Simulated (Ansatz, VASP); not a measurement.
One calculation of TePb, two programs

```
Te Pb
1.0
     0.00000    3.12700    3.12700
     3.12700    0.00000    3.12700
     3.12700    3.12700    0.00000
Te Pb
1 1
Direct
  0.50000 0.50000 0.50000
  0.00000 0.00000 0.00000
```

Alike in both runs: functional PBE; k mesh 6 × 6 × 6; no spin polarisation.

Ansatz relaxed the structure, and its values are those at the end. VASP's run is a single point on that final structure, the one shown.

|  | VASP | Ansatz |
| --- | --- | --- |
| version | VASP 6.6.1 | Ansatz 0.2.0 |
| potentials or method | VASP PAW PBE potentials, release 64 (Te, Pb_d) | plane waves, PAW |
| plane-wave cutoff (eV) | 520 | 420 |
| occupations | gaussian, width 0.01 eV | fixed |
| valence electrons in the cell | 20 | 30 |

Ansatz gave:

```
pressure (GPa) : 8.0
```

Question: Estimate VASP's values.

Answer: Pressure (GPa): 7.9.

The two sets of potentials don't hold the same shells in valence.
